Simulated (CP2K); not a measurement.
Crystal: GaAs.

```
CELL_PARAMETERS angstrom
3.99777 0.00000 0.00000
1.99888 3.46217 0.00000
1.99888 1.15406 3.26417
ATOMIC_POSITIONS crystal
As 0.75000 0.75000 0.75000
Ga 0.00000 0.00000 0.00000
```

Program: CP2K 2026.2. Alike in all runs: task band structure; no spin polarisation; cell as given; k mesh 8 × 8 × 8.

Task: Order these runs on this cell by their band gap on the k mesh, lowest first.
A. level LDA; potentials or basis GTH_POTENTIALS As GTH-PADE-q5, Ga GTH-PADE-q13; TZVP-MOLOPT-PBE-GTH basis; smearing fermi-dirac 0.05 eV; EPS_DEFAULT 1.0E-10; points a segment of the path (NPOINTS) 10; bands added on the path 4; CUTOFF of the grids 450 Ry
B. level r2SCAN; potentials or basis POTENTIAL_UZH As GTH-SCAN-q5, Ga GTH-SCAN-q13; TZVP-MOLOPT-SCAN-GTH basis; smearing fermi-dirac 0.05 eV; EPS_DEFAULT 1.0E-10; points a segment of the path (NPOINTS) 10; bands added on the path 2; CUTOFF of the grids 675 Ry
C. level PBE; potentials or basis POTENTIAL_UZH As GTH-PBE-q5, Ga GTH-PBE-q13; TZVP-MOLOPT-PBE-GTH basis; smearing fermi-dirac 0.0259 eV; EPS_DEFAULT 1.0E-9; points a segment of the path (NPOINTS) 8; bands added on the path 2; CUTOFF of the grids 450 Ry

Result: A (0.29 eV), C (0.48 eV), B (0.83 eV).

Caveats: the basis of atomic orbitals isn't converged, which shifts pressures, moduli and gaps; the real-space grid breaks the cell's symmetry a little (some runs).

